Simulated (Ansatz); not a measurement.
What does this script print? It uses the Ansatz DFT code, driven from Python.

`mgo_edit.py`:
```python
'''Editing single keys of the input for MgO.'''

import ansatz as az
import numpy as np

vectors = np.array([
    [2.938021, 0.0, 0.0],
    [-1.46901, 2.544401, 0.0],
    [0.0, 0.0, 2.67968],
])
structure = (
    az.Lattice.of(vectors)
    .atom('Mg', [0.0, 0.0, 0.0])
    .atom('O', [1 / 3, 2 / 3, 0.5])
)

model = (
    structure.calculation()
    .functional('r2scan', dispersion='d3bjatm')
    .basis(550, xc_grid=3)
    .kpoints(5, 5, 5)
    .occupations('fixed')
    .mixing('msr1', ndim=12, beta=0.6)
    .band_table()
)
typed = model.input()
rows = []
for value in [0.0001, 1e-06, 1e-08]:
    edited = typed.set(az.key.scf.convergence.dr2_threshold, value)
    summary = az.Session.from_dict(edited).plan().execute().report
    rows.append((value, summary['free_energy_ev'], summary['n_iterations'], len(summary['eigenvalues_ev'][0]) if 'eigenvalues_ev' in summary else 0))
print('  threshold eV            F eV      iterations    bands listed')
for row in rows:
    print(f'{str(row[0]):>14s}  {row[1]:14.5f}  {row[2]:14d}  {row[3]:14d}')
print(edited.to_yaml())
```

`python mgo_edit.py` gives:
```text
  threshold eV            F eV      iterations    bands listed
        0.0001     -2497.79326               6              12
         1e-06     -2497.79326               6              12
         1e-08     -2497.79326               7              12
crystal:
  lattice:
    - [2.938021, 0.0, 0.0]
    - [-1.46901, 2.544401, 0.0]
    - [0.0, 0.0, 2.67968]
  atoms:
    - { symbol: Mg, position: [0.0, 0.0, 0.0] }
    - { symbol: O, position: [0.3333333333333333, 0.6666666666666666, 0.5] }
basis:
  ecutwfc: 550.0
  xc_grid: 3
kpoints:
  mp_grid:
    grid: [5, 5, 5]
hamiltonian:
  xc: r2scan
  dispersion: d3bjatm
scf:
  mixing:
    algorithm: msr1
    beta: 0.6
    ndim: 12
  occupations:
    method: fixed
  convergence:
    dr2_threshold: 1.0e-08
output:
  eigenvalues: true
```

Notes:
- These settings explore the input space; cutoff and mesh may be short of convergence.
- Energy and stress may still move on a finer k-point mesh.
- The structure comes from a database of computed cells and needn't be a stable or known phase.
- Run time: 4.9 s on 1 thread of Arm Neoverse V2, with other jobs on the host, peak memory 0.34 GiB.

(Lines on the test bed's own set-up are left out of the output.)
